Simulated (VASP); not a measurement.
Crystal: ZnAu.

```xyz
2
Lattice="3.1470 0.0000 0.0000 0.0000 3.1470 0.0000 0.0000 0.0000 3.1470" Properties=species:S:1:pos:R:3 pbc="T T T"
Au    0.0000    0.0000    0.0000
Zn    1.5735    1.5735    1.5735
```

```yaml
Program: VASP 6.6.1
Task: single point
Functional: PBE
Potentials_or_basis: VASP PAW PBE potentials, release 64 (Au, Zn)
Cutoff: 520 eV
k_mesh: 8 × 8 × 8
Occupations: fermi-dirac, width 0.05 eV
Spin: no spin polarisation
```

On this cell: pressure 5.2 GPa; largest force zero by symmetry; band gap on the k mesh none (metal or under the smearing width).

The same run follows on a disturbed copy (atoms moved at random, drawn with an rms of 0.05 Å):

```
Au Zn
1.0
     3.14700    0.00000    0.00000
     0.00000    3.14700    0.00000
     0.00000    0.00000    3.14700
Au Zn
1 1
Direct
  0.00445 0.99697 0.98940
  0.48516 0.51545 0.50244
```

Problem. What changes?

Solution. The energy (extrapolated to zero smearing) moves by +8.6 meV/atom; pressure 5.7 GPa; largest force 0.375 eV/Å; band gap on the k mesh none (metal or under the smearing width).

Forces in eV/Å, atoms in the order of the input:
```
Au  -0.243  0.233  0.166
Zn   0.243 -0.233 -0.166
```

Stress tensor (GPa, compression positive):
```
 5.64 -0.35 -0.25
-0.35  5.66  0.24
-0.25  0.24  5.74
```
